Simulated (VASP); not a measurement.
Wanted: the native input for a VASP 6.6.1 run.

```
Task                   : band structure
Functional             : TB-mBJ
Potentials or basis    : VASP PAW PBE potentials, release 64 (B)
Cutoff                 : 520 eV
k mesh                 : 14 × 14 × 14
Occupations            : fermi-dirac, width 0.05 eV
Spin                   : no spin polarisation
Further INCAR settings : ALGO = Normal; EDIFF = 1e-06
```

The system is B.

```
B
1.0
     1.88524    0.00000    0.00000
     0.00000    1.88524    0.00000
     0.00000    0.00000    1.88524
B
1
Direct
  0.50000 0.50000 0.50000
```

The cell was built by a generator and needn't be a form met in nature.

The input as run:

POSCAR

```
B
1.0
    1.8852400000      0.0000000000      0.0000000000
    0.0000000000      1.8852400000      0.0000000000
    0.0000000000      0.0000000000      1.8852400000
B
1
Direct
    0.5000000000      0.5000000000      0.5000000000
```

INCAR.step1

```
  PREC = Accurate
  ENCUT = 520
  EDIFF = 1E-5
  ISMEAR = -1
  SIGMA = 0.05
  LREAL = False
  LASPH = True
  NELM = 100
  ALGO = Normal
  ISIF = 2
  LWAVE = True
  LCHARG = False
  GGA = PE
```

INCAR.step2

```
  PREC = Accurate
  ENCUT = 520
  EDIFF = 1E-6
  ISMEAR = -1
  SIGMA = 0.05
  LREAL = False
  LASPH = True
  NELM = 100
  ALGO = Normal
  ISIF = 2
  LWAVE = False
  LCHARG = False
  METAGGA = MBJ
  ISTART = 1
```

KPOINTS

```
regular mesh
0
Gamma
  14 14 14
```

KPOINTS_OPT

```
path GXMGRX,MR
20
line-mode
reciprocal
 0.0000000000  0.0000000000  0.0000000000  G
 0.0000000000  0.5000000000  0.0000000000  X

 0.0000000000  0.5000000000  0.0000000000  X
 0.5000000000  0.5000000000  0.0000000000  M

 0.5000000000  0.5000000000  0.0000000000  M
 0.0000000000  0.0000000000  0.0000000000  G

 0.0000000000  0.0000000000  0.0000000000  G
 0.5000000000  0.5000000000  0.5000000000  R

 0.5000000000  0.5000000000  0.5000000000  R
 0.0000000000  0.5000000000  0.0000000000  X

 0.5000000000  0.5000000000  0.0000000000  M
 0.5000000000  0.5000000000  0.5000000000  R
```

Potentials or basis: VASP PAW PBE potentials, release 64 (B).

Command:

```sh
$ cat potpaw_PBE.64/B/POTCAR > POTCAR
$ cp INCAR.step1 INCAR
$ mpirun -np 1 vasp_std > vasp.out
$ cp INCAR.step2 INCAR
$ mpirun -np 1 vasp_std > vasp.out
```

It gave:

| Item | Value |
| --- | --- |
| Band gap along the path | none (metal or under the smearing width) |

Run time: 6.4 s on 1 thread of Intel(R) Xeon(R) Platinum 8559C (Emerald Rapids), with other jobs on the host, peak memory 0.1 GiB.
